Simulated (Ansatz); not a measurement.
**AlN: what symmetry allows forces and stress to be**

```
Al N
1.0
     0.00000    2.34672    2.34672
     2.17200    0.17472    2.17200
     2.34672    2.34672    0.00000
Al N
1 1
Direct
  0.99207 0.02379 0.99207
  0.75793 0.72621 0.75793
```

All numbers below come from DFT PBEsol, scalar-relativistic, plane waves, PAW in Ansatz 0.2.0.

Cutoff 420 eV; k points 10×10×10 on the computed 2-atom cell (Γ-centred); Gaussian smearing, width 0.02 eV; no spin polarisation.

This distorted cell has space group R3m, with 6 operations.

Q: Without a calculation: in which directions can each atom feel a force?

A: A force must be left unchanged by every operation that keeps its atom in place, so it lies in the space that those operations leave fixed. Atoms that the group maps onto each other feel forces of one size.
| atom | site symmetry | operations at the site | equivalent to atom | allowed force (Cartesian) |
| --- | --- | --- | --- | --- |
| Al1 | 3m | 6 | 1 | along (-0.58, 0.58, -0.58) |
| N2 | 3m | 6 | 2 | along (-0.58, 0.58, -0.58) |

That leaves 2 independent force components of 6, tied by 1 condition that the forces sum to zero, so 1 remains. A relaxation in this cell that keeps the symmetry moves the atoms in these directions alone.

Q: And the stress tensor?

A: It must be invariant under the point group, which leaves 2 independent components: xx = yy, xx = zz, yy = zz, yz = xy. Further linear relations between components hold in this frame.

Q: Do the computed values obey this?

A: Yes. Forces (eV/Å):
```
Al1 -2.509  2.509 -2.509
N2   2.509 -2.509  2.509
```

Stress (GPa, compression positive, xx yy zz yz xz xy): -4.18 -4.18 -4.18 -23.48 23.48 -23.48. The program imposes the same operations on density, forces and stress, so this confirms the analysis and is no independent test of the calculation.

This zinc-blende form isn't the usual stable structure of the compound.